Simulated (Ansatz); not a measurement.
# AlGaN2: the cost of one run

All numbers below are computed with Ansatz 0.2.0 (DFT, plane waves, PAW, no spin polarisation).

## Step 1: The structure to begin with

The cell holds 32 atoms (Al8Ga8N16): a = 5.845 Å, b = 5.845 Å, c = 8.274 Å, α = 90.00°, β = 90.00°, γ = 90.00°.

Its coordinates follow in the input file.

## Step 2: Run 1: PBE

Contents of input.yaml:

```yaml
crystal:
  lattice:
    - [5.8451300317, 0.0, 0.0]
    - [0.0, 5.8451300317, 0.0]
    - [0.0, 0.0, 8.2744587813]
  atoms:
    - { symbol: Al, position: [0.0, 0.0, 0.0] }
    - { symbol: "N", position: [0.0, 0.0, 0.25] }
    - { symbol: Ga, position: [0.25, 0.25, 0.25] }
    - { symbol: "N", position: [0.25, 0.25, 0.0] }
    - { symbol: Al, position: [0.0, 0.0, 0.5] }
    - { symbol: "N", position: [0.0, 0.0, 0.75] }
    - { symbol: Ga, position: [0.25, 0.25, 0.75] }
    - { symbol: "N", position: [0.25, 0.25, 0.5] }
    - { symbol: Al, position: [0.0, 0.5, 0.0] }
    - { symbol: "N", position: [0.0, 0.5, 0.25] }
    - { symbol: Ga, position: [0.25, 0.75, 0.25] }
    - { symbol: "N", position: [0.25, 0.75, 0.0] }
    - { symbol: Al, position: [0.0, 0.5, 0.5] }
    - { symbol: "N", position: [0.0, 0.5, 0.75] }
    - { symbol: Ga, position: [0.25, 0.75, 0.75] }
    - { symbol: "N", position: [0.25, 0.75, 0.5] }
    - { symbol: Al, position: [0.5, 0.0, 0.0] }
    - { symbol: "N", position: [0.5, 0.0, 0.25] }
    - { symbol: Ga, position: [0.75, 0.25, 0.25] }
    - { symbol: "N", position: [0.75, 0.25, 0.0] }
    - { symbol: Al, position: [0.5, 0.0, 0.5] }
    - { symbol: "N", position: [0.5, 0.0, 0.75] }
    - { symbol: Ga, position: [0.75, 0.25, 0.75] }
    - { symbol: "N", position: [0.75, 0.25, 0.5] }
    - { symbol: Al, position: [0.5, 0.5, 0.0] }
    - { symbol: "N", position: [0.5, 0.5, 0.25] }
    - { symbol: Ga, position: [0.75, 0.75, 0.25] }
    - { symbol: "N", position: [0.75, 0.75, 0.0] }
    - { symbol: Al, position: [0.5, 0.5, 0.5] }
    - { symbol: "N", position: [0.5, 0.5, 0.75] }
    - { symbol: Ga, position: [0.75, 0.75, 0.75] }
    - { symbol: "N", position: [0.75, 0.75, 0.5] }
kpoints:
  mp_grid: { grid: [2, 2, 2] }
hamiltonian:
  xc: pbe
scf:
  occupations: { method: fermi_dirac, width: 0.026 }
md:
  ensemble: nvt_nose_hoover
  temperature: 300
  timestep: 1.5
  n_steps: 20
  initial_velocities: maxwell_boltzmann
  seed: 2572
```

Command:

```bash
$ ansatz run input.yaml --threads 4 --pin off --max-ram 3686MiB --backend cpu --events-out ev --progress --plain --runs-dir out
```

What time and memory should one allow on 4 threads of Arm Neoverse N1, shared host?

About 2 min, with a peak of 1.3 GiB.
